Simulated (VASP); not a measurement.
Set up this calculation in VASP 6.6.1, as the native input.

| Item | Value |
| --- | --- |
| Task | single point |
| Functional | LDA |
| Potentials or basis | VASP PAW LDA potentials, release 64 (Zn, O) |
| Cutoff | 520 eV |
| k mesh | 3 × 3 × 2 |
| Occupations | fermi-dirac, width 0.1 eV |
| Spin | no spin polarisation |
| Dipole correction | no |
| Further INCAR settings | ALGO = Fast; EDIFF = 1e-06; NBANDS = 42 |

The structure of Zn4O3 (a cell with a defect) (zincite) lies in POSCAR:

```
Zn4O3
1.0
    3.2493080000      0.0000000000      0.0000000000
   -3.2493080000      5.6279660000      0.0000000000
    0.0000000000      0.0000000000      5.2057090000
Zn O
4 3
Direct
    0.3333333926      0.3333333926      0.4999999040
    0.6666666074      0.1666666074      0.0000000000
    0.3333333926      0.8333333926      0.4999999040
    0.6666666074      0.6666666074      0.0000000000
    0.7103116175      0.2129586426      0.6150487859
    0.6666666074      0.6666666074      0.3790100445
    0.3333333926      0.8333333926      0.8790099485
```

These files were run (other wordings do the same):

INCAR

```
SYSTEM = Zn4O3
  PREC = Accurate
  ENCUT = 520
  EDIFF = 1E-6
  ISMEAR = -1
  SIGMA = 0.1
  LREAL = .False.
  LASPH = .True.
  NELM = 100
  ALGO = Fast
  ISIF = 2
  LWAVE = .False.
  LCHARG = .False.
  GGA = CA
  NBANDS = 42
```

KPOINTS

```
regular mesh
0
Gamma
  3 3 2
  0 0 0
```

Potentials or basis: VASP PAW LDA potentials, release 64 (Zn, O).

Command:

```bash
$ cat potpaw_LDA.64/Zn/POTCAR potpaw_LDA.64/O/POTCAR > POTCAR
$ mpirun -np 1 vasp_std > vasp.out
```

It gave:

```
Pressure               : -5.2 GPa
Largest force          : 1.502 eV/Å
Band gap on the k mesh : 0.36 eV, indirect (least direct gap 0.77 eV)
```

Caveat: the k mesh is coarse (spacing up to 0.74 Å⁻¹), so the values aren't converged.

Wall time 23 s on 1 thread of Intel(R) Xeon(R) 6975P-C (Granite Rapids), on a shared host, peak memory 0.17 GiB.
